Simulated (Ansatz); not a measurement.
Input for Ansatz (plane-wave DFT, PAW):

```yaml
crystal:
  lattice:
    - [5.5619879784, 0.0, 0.0]
    - [-2.7809939892, 4.8168228848, 0.0]
    - [0.0, 0.0, 6.0602252481]
  atoms:
    - { symbol: Ti, position: [0.4661652244, 0.0, 0.3333333333] }
    - { symbol: Ti, position: [0.0, 0.4661652244, 0.6666666667] }
    - { symbol: Ti, position: [0.5338347756, 0.5338347756, 0.0] }
    - { symbol: O, position: [0.4189423371, 0.2717377162, 0.2136010214] }
    - { symbol: O, position: [0.7282622838, 0.1472046209, 0.5469343547] }
    - { symbol: O, position: [0.8527953791, 0.5810576629, 0.880267688] }
    - { symbol: O, position: [0.2717377162, 0.4189423371, 0.7863989786] }
    - { symbol: O, position: [0.1472046209, 0.7282622838, 0.4530656453] }
    - { symbol: O, position: [0.5810576629, 0.8527953791, 0.119732312] }
basis:
  ecutwfc: 500
kpoints:
  mp_grid: { grid: [6, 6, 4] }
  band_path:
    path:
      - [[0.0, 0.0, 0.0], [0.5, 0.0, 0.0], [0.33333333, 0.33333333, 0.0], [0.0, 0.0, 0.0], [0.0, 0.0, 0.5], [0.5, 0.0, 0.5], [0.33333333, 0.33333333, 0.5], [0.0, 0.0, 0.5]]
      - [[0.5, 0.0, 0.5], [0.5, 0.0, 0.0]]
      - [[0.33333333, 0.33333333, 0.5], [0.33333333, 0.33333333, 0.0]]
    npoints: 14
hamiltonian:
  xc: r2scan
scf:
  occupations: { method: gaussian, width: 0.02 }
  n_extra_bands: 22
output:
  forces: true
  stress: true
  eigenvalues: true
  populations: true
  dos: { projected: true, de: 0.02, nscf_kmesh: { grid: [9, 9, 6] } }
  bader: true
  write_density: true
  write_potential: true
  elf: true
  volumetric_format: npy
```

Command:
```bash
ansatz run input.yaml --threads 2 --pin off --max-ram 5120MiB --backend cpu --events-out ev --progress --plain --runs-dir out
```

Level of theory: DFT r2SCAN, scalar-relativistic, plane waves, PAW in Ansatz.

From the run's log, abridged:

```
scf.n_extra_bands = 22 over 36 filled bands (N_el = 72.0): the run solves 58 bands
Pseudopotentials: kind: paw
Pseudopotential: Ti, paw, valence charge 12, recommended cutoff 500 eV (meta_gga)
Pseudopotential: O, paw, valence charge 6, recommended cutoff 500 eV (meta_gga)
Functional definition: r2SCAN
Crystal: 9 atoms, lattice volume = 162.360 Å³
Basis set: ecut = 500 eV, 4109 PW (Γ), exchange–correlation on 180×180×180 points (64 copies of the dense FFT grid, shifted against one another)
Bands: 58, of which v1, the nominal top of the filled ones, is band 36 counted from 1 (35 counted from 0)
Symmetry: 6 space group operations
Space group: P3121 (ITA 152), of the structure as read, at distance tolerance 5.5e-5 Å
k-points: 24 of 144 (time reversal used)
Initial density: superposition of atomic densities (neutral atoms: chi_scale 0, normalization atom), corrected by the library's trained network
Initial wavefunctions: pseudopotential atomic-orbital guess
Functional: x = r2scan, c = r2scan; τ floored in thin density (d = 2e-4 eV/Å³)
SCF iter   1: F=—  HF=-10937.779712 eV  |F-HF|=—  |Δ(HF+E_count)|=         —  Δρ=1.97e-2  dr2=7.28e-1  dr2_τ=5.87e-1  ethr=1.77e-3  ⟨swp⟩=6.0  Hψ=5300  notcnv=0  defer=224
SCF iter   2: F=—  HF=-10937.809725 eV  |F-HF|=—  |Δ(HF+E_count)|=   3.00e-2  Δρ=1.34e-2  dr2=2.00e-1  dr2_τ=5.80e-2  ethr=1.01e-3  ⟨swp⟩=3.1  Hψ=2646  notcnv=0  defer=358
SCF iter   3: F=—  HF=-10937.774638 eV  |F-HF|=—  |Δ(HF+E_count)|=   3.51e-2  Δρ=3.09e-3  dr2=8.09e-3  dr2_τ=8.31e-4  ethr=2.78e-4  ⟨swp⟩=2.0  Hψ=1636  notcnv=0  defer=358
SCF iter   4: F=—  HF=-10937.775133 eV  |F-HF|=—  |Δ(HF+E_count)|=   4.95e-4  Δρ=7.25e-4  dr2=6.11e-4  dr2_τ=1.04e-4  ethr=1.12e-5  ⟨swp⟩=2.0  Hψ=1636  notcnv=0  defer=358
SCF iter   5: F=—  HF=-10937.775196 eV  |F-HF|=—  |Δ(HF+E_count)|=   6.24e-5  Δρ=1.35e-4  dr2=2.73e-5  dr2_τ=1.82e-6  ethr=8.49e-7  ⟨swp⟩=2.0  Hψ=1642  notcnv=0  defer=358
SCF iter   6: F=—  HF=-10937.775262 eV  |F-HF|=—  |Δ(HF+E_count)|=   6.60e-5  Δρ=2.39e-5  dr2=1.43e-6  dr2_τ=4.96e-8  ethr=3.80e-8  ⟨swp⟩=2.8  Hψ=1957  notcnv=0  defer=358
SCF iter   7: F=—  HF=-10937.775263 eV  |F-HF|=—  |Δ(HF+E_count)|=   1.13e-6  Δρ=6.31e-6  dr2=1.04e-7  dr2_τ=3.71e-9  ethr=1.98e-9  ⟨swp⟩=2.0  Hψ=1466  notcnv=0  defer=358
SCF iter   8: F=-10937.775263 eV  HF=-10937.775263 eV  |F-HF|=2.34e-9  |Δ(HF+E_count)|=   5.84e-8  Δρ=1.66e-6  dr2=6.80e-9  dr2_τ=2.91e-10  ethr=1.39e-10  ⟨swp⟩=14.5  Hψ=8503  notcnv=0
SCF 1 converged in 8 iterations: F = -10937.775263 eV  dr2 = 6.80e-9
SCF converged after 8 iterations
Free energy (F): -10937.775263 eV
Harris-Foulkes:  -10937.775263 eV  (|F-HF|=2.34e-9)
Internal energy: -10937.775263 eV  (E = F + TS)
E sigma→0 (E₀):  -10937.775263 eV
Fermi energy:    3.149659 eV
--- Per-component energies (eV) ---
  E_band       = -1113.484291
  E_kinetic    = 1874.035259
  E_local      = -7671.975953  (includes V_loc(G=0)·N_el)
  E_nonlocal   = 292.149340
  E_hartree    = 3055.041011
  E_xc         = -719.114752
  E_vxc        = -1036.447460  (∫ρ·V_xc dr)
  E_paw        = -4124.547956  (= ΣΔE_a)
  E_vpaw       = -752.763263  (= ΣTr[D̂ρ^β])
  E_aug_tail   = 0.006252  (compensation charges beyond the density's cutoff)
  E_vtau       = 71.429305  (kinetic-family band-sum trace: ∫τ·v_τ [+ j·A + Jᵃ·Aᵃ] dr)
  E_ewald      = -3642.416447
  E_core_change = -0.952017  (= ΣΔE_core)
  E_smearing   =  0.000000  (= −TS)
--- Forces (eV/Å), atoms counted from 1 ---
  atom   1  Ti    -0.00040988     0.00000000     0.00000000
  atom   2  Ti     0.00020494    -0.00035497     0.00000000
  atom   3  Ti     0.00020494     0.00035497     0.00000000
  atom   4  O     -0.00172452    -0.00071788     0.00402650
  atom   5  O      0.00148396    -0.00113454     0.00402650
  atom   6  O      0.00024056     0.00185241     0.00402650
  atom   7  O      0.00024056    -0.00185241    -0.00402650
  atom   8  O     -0.00172452     0.00071788    -0.00402650
  atom   9  O      0.00148396     0.00113454    -0.00402650
--- Stress (GPa, compression-positive) ---
        0.007037       0.000000       0.000000
        0.000000       0.007037       0.000000
        0.000000       0.000000       0.017344
  P = ⅓ Tr σ = 0.0105 GPa (0.105 kbar)
--- Band table (eV; the first three rows and the last of 24) ---
  k-point 0: bands = ["-56.2823", "-56.2690", "-56.2690", "-31.7024", "-31.6682", "-31.6682", "-31.6406", "-31.6406", "-31.5255", "-31.5177", "-31.5094", "-31.5094", "-15.9274", "-15.3714", "-15.3714", "-15.2347", "-15.2347", "-15.1963", "-1.8090", "-1.8090", "-1.7344", "-1.5763", "-1.5763", "-1.4387", "-1.3337", "-1.1911", "-1.1911", "-0.1666", "-0.1666", "0.0022", "0.2207", "0.2918", "0.2918", "0.7951", "0.8116", "0.8116", "5.2314", "5.7917", "5.7917", "6.2150", "6.2150", "6.3444", "6.8793", "6.8793", "7.2353", "7.7534", "7.8040", "8.0705", "8.0705", "9.4457", "9.4457", "9.5071", "12.0104", "12.0104", "13.3726", "13.3726", "14.2088", "14.3188"]
  k-point 1: bands = ["-56.2811", "-56.2734", "-56.2657", "-31.6973", "-31.6749", "-31.6734", "-31.6616", "-31.6016", "-31.5317", "-31.5235", "-31.5201", "-31.4980", "-15.8742", "-15.5466", "-15.2507", "-15.2366", "-15.2267", "-15.2014", "-1.8024", "-1.7658", "-1.7571", "-1.7272", "-1.5017", "-1.4099", "-1.3402", "-1.2219", "-0.9338", "-0.3017", "-0.2998", "-0.1732", "-0.0102", "0.1730", "0.5552", "0.9084", "0.9368", "1.0010", "5.3653", "5.3809", "5.7686", "6.0789", "6.1110", "6.3329", "6.7678", "7.1900", "7.5261", "7.7727", "8.1405", "8.1761", "8.4021", "9.2165", "9.2714", "9.3470", "10.4484", "12.5080", "13.8649", "13.9217", "14.3156", "14.4662"]
  k-point 2: bands = ["-56.2778", "-56.2778", "-56.2645", "-31.6852", "-31.6852", "-31.6833", "-31.6638", "-31.5611", "-31.5611", "-31.5246", "-31.5246", "-31.4932", "-15.7323", "-15.7323", "-15.2377", "-15.2138", "-15.2138", "-15.2070", "-1.7906", "-1.7826", "-1.7826", "-1.6434", "-1.6434", "-1.4412", "-1.2802", "-0.9141", "-0.9141", "-0.4892", "-0.4892", "-0.3551", "0.0909", "0.0909", "0.5034", "1.0759", "1.0759", "1.1228", "5.1765", "5.5793", "5.5793", "5.9647", "6.0457", "6.0457", "7.2254", "7.2254", "7.3491", "8.3992", "8.6414", "8.6414", "8.8524", "8.8524", "9.0019", "9.0120", "9.0120", "12.5727", "14.1758", "14.4956", "14.4956", "14.9300"]
  k-point 23: bands = ["-56.2778", "-56.2712", "-56.2712", "-31.7034", "-31.6779", "-31.6779", "-31.6180", "-31.6180", "-31.5604", "-31.5106", "-31.5106", "-31.5067", "-15.7060", "-15.4745", "-15.4745", "-15.2277", "-15.2277", "-15.2196", "-1.7769", "-1.7769", "-1.6708", "-1.6024", "-1.5736", "-1.5736", "-0.9802", "-0.9802", "-0.8902", "-0.7390", "-0.5074", "-0.5074", "0.2692", "0.3630", "0.3630", "0.6118", "0.6118", "0.8074", "5.9917", "6.1008", "6.1008", "6.4073", "6.4474", "6.4474", "6.8301", "7.2876", "7.2876", "7.7973", "7.7973", "8.5473", "8.8944", "8.9163", "8.9163", "10.9258", "10.9258", "11.3175", "11.4808", "11.4808", "12.1188", "15.9693"]
--- Löwdin populations: 9 sites ---
  site symbol q [e]
     0     Ti     10.5701
     1     Ti     10.5701
     2     Ti     10.5701
     3      O      6.6708
     4      O      6.6708
     5      O      6.6708
     6      O      6.6708
     7      O      6.6708
     8      O      6.6708
  spilling = 0.003674 (of n_electrons = 72.000000)
--- Bader charges: 9 sites ---
  site symbol charge [e]  shift [e]
     0     Ti      2.2988     0.0084
     1     Ti      2.2988     0.0084
     2     Ti      2.2988     0.0084
     3      O     -1.1494     0.0042
     4      O     -1.1494     0.0042
     5      O     -1.1494     0.0042
     6      O     -1.1494     0.0042
     7      O     -1.1494     0.0042
     8      O     -1.1494     0.0042
  estimated error of the sums over rays = 4.0e-4 e
```

The run converged.

It took 4.6 min on 2 threads of Intel(R) Xeon(R) Processor @ 2.50GHz (Skylake/Cascade Lake), with other jobs on the host, peak memory 1.3 GiB.